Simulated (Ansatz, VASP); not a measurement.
Two plane-wave programs on CdS

```
Cd S
1.0
     0.05456    2.91000    2.91000
     2.96456    0.00000    2.96456
     2.91000    2.91000    0.05456
Cd S
1 1
Direct
  0.00000 0.00000 0.00000
  0.75000 0.75000 0.75000
```

Change from the starting cell: strain +0.0375 x Voigt [0, 0, 0, 0, 1, 0], atoms carried along.

Alike in both runs: task single point; functional PBE; k mesh 8 × 8 × 8; occupations gaussian, width 0.05 eV; no spin polarisation.

|  | VASP | Ansatz |
| --- | --- | --- |
| version | VASP 6.6.1 | Ansatz 0.2.0 |
| potentials or method | VASP PAW PBE potentials, release 64 (Cd, S) | scalar-relativistic, plane waves, PAW |
| plane-wave cutoff (eV) | 520 | 420 |
| valence electrons in the cell | 18 | 26 |

```tsv
	VASP	Ansatz	Ansatz less VASP
gap on the k mesh at the Fermi level (eV)	1.10	1.10	-0.004
least direct gap on the mesh (eV)	1.10	1.10	-0.004
pressure (GPa)	3.8	3.4	-0.37
largest component of the traceless stress (GPa)	2.16	2.11	-0.046
rms of the force components (eV/Å)	0.163	0.157	-0.0059
```

Atom by atom the forces differ by 0.006 eV/Å (rms over components). The two sets of potentials don't hold the same shells in valence.
